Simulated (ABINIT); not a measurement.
# AlP (F-43m): G0W0 in ABINIT against the k mesh, part 2 of 2

Wanted: the cheapest k mesh that holds the gap of AlP (F-43m).

ABINIT 10.8.3; PBE and many-body steps on it, plane waves. Known limits of the many-body steps: not at the basis limit; coarse k mesh.

So far. Step 4 (Empty states on the mesh, 6×6×6 mesh, 77 bands): On this mesh the gap is 1.564 eV. Step 5 (Screening, 2×2×2 mesh, 69 bands, screening to 130.6 eV): Local fields lower ε∞ by 14 %. On a Γ-centred mesh this coarse the value itself is usually too large, while a short band sum pulls it down.

The database entry behind the starting cell differs from later determinations by our own check (0.1 to 0.3 % short, probably kX units), so it need not match the best structure at ambient conditions.

### 8. 4×4×4

The self-energy is evaluated for the states that the input lists, and the levels follow from it, in one-shot runs by the linearised quasiparticle equation.

This step: G0W0 on PBE, plane waves, norm-conserving pseudopotentials.

Contents of run.abi:

```
acell 3*1.0 Angstrom
rprim 
  -0.000000000000 2.725500000000 2.725500000000
  2.725500000000 -0.000000000000 2.725500000000
  2.725500000000 2.725500000000 -0.000000000000
ntypat 2
znucl 13 15
natom 2
typat 1 2
xred 
  0.000000000000 0.000000000000 0.000000000000
  0.250000000000 0.250000000000 0.250000000000
pp_dirpath "pseudos"
pseudos "Al.upf, P.upf"
ecut 18
ngkpt 4 4 4
nshiftk 1
shiftk 0 0 0
kptopt 1
chksymbreak 0
istwfk *1
occopt 1
irdwfk 1
optdriver 4
nband 69
gwcalctyp 0
ecutsigx 18
symsigma 1
nkptgw 2
kptgw 
  0.0000000000 0.0000000000 0.0000000000
  0.5000000000 0.5000000000 0.0000000000
bdgw 
  2 8
  3 6
ecuteps 4.8
irdscr 1
ppmodel 1
indata_prefix "in"
outdata_prefix "out"
tmpdata_prefix "tmp"
```

Started as:

```
OMP_NUM_THREADS=1 mpirun -n 4 abinit run.abi > log
```

Output:

```text
.Version 10.8.3 of ABINIT. v10.8.2 released Aug 2026.

 Symmetries : space group F-4 3 m (#216); Bravais cF (face-center cubic)
[... echo of the input left out ...]
== DATASET  1 ==================================================================
-   mpi_nproc: 4, omp_nthreads: 1 (-1 if OMP is not activated)

--- !DatasetInfo
iteration_state: {dtset: 1, }
dimensions: {natom: 2, nkpt: 8, mband: 69, nsppol: 1, nspinor: 1, nspden: 1, mpw: 1008, }
cutoff_energies: {ecut:  18.0, pawecutdg:  -1.0, }
electrons: {nelect:   8.00000000E+00, charge:   0.00000000E+00, occopt:   1.00000000E+00, tsmear:   1.00000000E-02, }

 SIGMA: Calculation of the GW corrections

 Based on a program developped by R.W. Godby, V. Olevano, G. Onida, and L. Reining.
 Incorporated in ABINIT by V. Olevano, G.-M. Rignanese, and M. Torrent.
.Using double precision arithmetic ; gwpc =  8

[... cell and pseudopotentials left out ...]
--------------------------------------------------------------------------------

 ==== K-mesh for the wavefunctions ====
 Number of points in the irreducible wedge :     8
[... list of points left out ...]
 Together with 24 symmetry operations and time-reversal symmetry
 yields    64 points in the full Brillouin Zone.

 ==== Q-mesh for screening function ====
 Number of points in the irreducible wedge :     8
[... list of points left out ...]
 Together with 24 symmetry operations and time-reversal symmetry
 yields    64 points in the full Brillouin Zone.

 vcoul_init : cutoff-mode = AUXILIARY_FUNCTION
 q-points for optical limit:   1
     1)      0.000010    0.000020    0.000030
 setmesh: FFT mesh size selected  =    27x   27x   27
          total number of points  =        19683

 Number of electrons calculated from density =    8.0000; Expected =    8.0000
[...]
number of omega for Sigma on real axis              0
 max omega for Sigma on real axis  [eV]           0.00
 zcut for avoiding poles [eV]                     0.10

 EPSILON^-1 parameters (SCR file):
 dimension of the eps^-1 matrix on file            137
 dimension of the eps^-1 matrix used               137
 number of plane-waves for wavefunctions           965
 number of bands                                    69
 number of q-points in IBZ                           8
 number of frequencies                               2
 number of real frequencies                          1
 number of imag frequencies                          1

 matrix elements of self-energy operator (all in [eV])

 Perturbative Calculation

--- !SelfEnergy_ee
iteration_state: {dtset: 1, }
kpoint     : [   0.000,    0.000,    0.000, ]
spin       : 1
KS_gap     :    3.325
QP_gap     :    4.201
Delta_QP_KS:    0.876
data: !SigmaeeData |
     Band     E0 <VxcDFT>   SigX SigC(E0)      Z dSigC/dE  Sig(E)    E-E0       E
        2   3.875 -11.917 -14.194   1.518   0.767  -0.304 -12.499  -0.583   3.292
        3   3.875 -11.917 -14.194   1.518   0.767  -0.304 -12.499  -0.583   3.292
        4   3.875 -11.917 -14.194   1.518   0.767  -0.304 -12.499  -0.583   3.292
[...]
--- !SelfEnergy_ee
iteration_state: {dtset: 1, }
kpoint     : [   0.500,    0.500,    0.000, ]
spin       : 1
KS_gap     :    3.679
QP_gap     :    4.522
Delta_QP_KS:    0.843
data: !SigmaeeData |
     Band     E0 <VxcDFT>   SigX SigC(E0)      Z dSigC/dE  Sig(E)    E-E0       E
[...]
5   5.439  -8.285  -4.492  -3.636   0.796  -0.257  -8.160   0.125   5.564
        6   6.343  -9.002  -4.950  -3.710   0.791  -0.264  -8.731   0.271   6.614

== END DATASET(S) ==============================================================
================================================================================

 -outvars: echo values of variables after computation  --------
           etotal      0.0000000000E+00
            nband          69
             nkpt           8
          spgroup         216
 [... the other variables as echoed above ...]

 Calculation completed.
```

Wall time 4.2 s (4 MPI ranks of Arm Neoverse V1, shared host); peak memory 0.41 GiB.

Numbers from this step:

| Property | Result |
| --- | --- |
| G0W0 gap on the points computed | 2.272 eV |
| starting gap on the mesh | 1.564 eV |
| k of the valence top | 0, 0, 0 |
| k of the conduction bottom | 0.5, 0.5, 0 |
| Z at the valence top | 0.767 |
| Z at the conduction bottom | 0.796 |
| least direct G0W0 gap on the computed points | 4.202 eV |

The gap on the mesh goes from 1.56 eV to 2.27 eV, a correction of +0.71 eV.

### 9. Screening, 6×6×6 mesh, 69 bands, screening to 130.6 eV

This step: RPA screening on PBE, plane waves, norm-conserving pseudopotentials.

run.abi: that of step 8 with these lines changed.

```diff
@@ -15,3 +15,3 @@
 ecut 18
-ngkpt 4 4 4
+ngkpt 6 6 6
 nshiftk 1
@@ -23,17 +23,8 @@
 irdwfk 1
-optdriver 4
+optdriver 3
 nband 69
-gwcalctyp 0
-ecutsigx 18
-symsigma 1
-nkptgw 2
-kptgw 
-  0.0000000000 0.0000000000 0.0000000000
-  0.5000000000 0.5000000000 0.0000000000
-bdgw 
-  2 8
-  3 6
 ecuteps 4.8
-irdscr 1
-ppmodel 1
+inclvkb 2
+awtr 1
+symchi 1
 indata_prefix "in"
```

Output:

```text
.Version 10.8.3 of ABINIT. v10.8.2 released Aug 2026.

 Symmetries : space group F-4 3 m (#216); Bravais cF (face-center cubic)
[... echo of the input left out ...]
== DATASET  1 ==================================================================
-   mpi_nproc: 4, omp_nthreads: 1 (-1 if OMP is not activated)

--- !DatasetInfo
iteration_state: {dtset: 1, }
dimensions: {natom: 2, nkpt: 16, mband: 69, nsppol: 1, nspinor: 1, nspden: 1, mpw: 1018, }
cutoff_energies: {ecut:  18.0, pawecutdg:  -1.0, }
[...]
--------------------------------------------------------------------------------
[... chi0 elements left out ...]
 For q-point:  0.000010 0.000020 0.000030
  dielectric constant =   8.3138
  dielectric constant without local fields =   9.5696

  Average fulfillment of the sum rule on Im[epsilon] for q-point    1 :     82.63  [%]
[... wings left out ...]
  q-point number  2        q = ( 0.166667, 0.000000, 0.000000) [r.l.u.]
--------------------------------------------------------------------------------
[... chi0 elements left out ...]
  Average fulfillment of the sum rule on Im[epsilon] for q-point    2 :     90.35  [%]

 [... 14 further q-points ...]
```

Run time: 27 s. Hardware: 4 MPI ranks; peak memory 0.59 GiB.

This step gave:

* ε∞ with local fields, on this mesh, along the program's q direction: 8.314
* the same without local fields: 9.570
* plasma frequency: 16.51 eV
* plane waves in the screening matrix: 137

### 10. 6×6×6

This step: G0W0 on PBE, plane waves, norm-conserving pseudopotentials.

run.abi: that of step 9 with these lines changed.

```diff
@@ -23,8 +23,17 @@
 irdwfk 1
-optdriver 3
+optdriver 4
 nband 69
+gwcalctyp 0
+ecutsigx 18
+symsigma 1
+nkptgw 2
+kptgw 
+  0.0000000000 0.0000000000 0.0000000000
+  0.5000000000 0.5000000000 0.0000000000
+bdgw 
+  2 8
+  3 6
 ecuteps 4.8
-inclvkb 2
-awtr 1
-symchi 1
+irdscr 1
+ppmodel 1
 indata_prefix "in"
```

Output:

```text
.Version 10.8.3 of ABINIT. v10.8.2 released Aug 2026.

 Symmetries : space group F-4 3 m (#216); Bravais cF (face-center cubic)
[... echo of the input left out ...]
== DATASET  1 ==================================================================
-   mpi_nproc: 4, omp_nthreads: 1 (-1 if OMP is not activated)

--- !DatasetInfo
iteration_state: {dtset: 1, }
dimensions: {natom: 2, nkpt: 16, mband: 69, nsppol: 1, nspinor: 1, nspden: 1, mpw: 1018, }
cutoff_energies: {ecut:  18.0, pawecutdg:  -1.0, }
[...]
Band     E0 <VxcDFT>   SigX SigC(E0)      Z dSigC/dE  Sig(E)    E-E0       E
[...]
5   5.439  -8.312  -4.642  -3.525   0.794  -0.259  -8.197   0.115   5.554
        6   6.343  -9.020  -5.084  -3.615   0.791  -0.265  -8.766   0.254   6.597

== END DATASET(S) ==============================================================
================================================================================

 -outvars: echo values of variables after computation  --------
           etotal      0.0000000000E+00
            nband          69
             nkpt          16
          spgroup         216
 [... the other variables as echoed above ...]

 Calculation completed.
```

The job ended after 6.7 s (4 MPI ranks; peak memory 0.61 GiB).

This step gave:

```
G0W0 gap on the points computed              : 2.290 eV
starting gap on the mesh                     : 1.564 eV
k of the valence top                         : 0, 0, 0
k of the conduction bottom                   : 0.5, 0.5, 0
least direct G0W0 gap on the computed points : 4.206 eV
```

Against the run before, the gap moves by +0.018 eV.

### 11. The runs together

Times are wall times on 4 MPI ranks of Arm Neoverse V1, shared host, good to a factor of about two. A run's time includes the screening step that it read.

```
  run   mesh  bands  screening cutoff (eV)  DFT gap (eV)  gap on the mesh (eV)  direct (eV)  ε∞ used   time
2×2×2  2×2×2     69                  130.6         1.564                 2.161        4.185    22.02  5.1 s
4×4×4  4×4×4     69                  130.6         1.564                 2.272        4.202    10.70  9.8 s
6×6×6  6×6×6     69                  130.6         1.564                 2.290        4.206     8.31   34 s
```

### 12. Summary of results

```yaml
2x2x2: 2.161 eV
4x4x4: 2.272 eV
6x6x6: 2.290 eV
known_limits: not at the basis limit; coarse k mesh
```

**Reading.** The setting moved: k mesh. From 2×2×2 to 6×6×6 the gap moves by +0.13 eV, for 6.7 times the time. The last step still moves it by +0.018 eV. Bands and screening cutoff are coupled, so a series along one setting does not show full convergence. Bands and cutoff are finite, so the gap is not at the basis limit. The miss can reach some tenths of an eV and take either sign; the mesh is an error of its own. In the G0W0 runs levels were corrected at 2 k points alone, so a gap called «on the mesh» is the least over those, and an edge elsewhere would be missed. The 2×2×2 mesh is coarse for this cell, which bears on the long-range parts of exchange and screening.

[Paths, hosts, dates, memory and timing lines, banners, echoed tables and standing remarks are left out of the program output.]

[Logs are printed without paths, hosts, clocks, repeated set-up lines and the standing remarks that a program may print on its own settings, such as how far it seeks lower states.]

[Runs of the session that timed out or met a known fault of the program may be left out.]

[Hosts, paths, dates, database ids (printed as entryN), source tags and the programs' standing remarks are cut or masked in the printed files.]

[G0W0 gaps are taken among the corrected bands and points alone; a level outside them can change the order at an edge.]

[Where Ansatz stands beside ABINIT at settings called matched, ABINIT's density can come from a denser mesh and the files from another edition; pairs whose starting gaps differed by over 0.03 eV were left out, so agreement reads better than it is.]
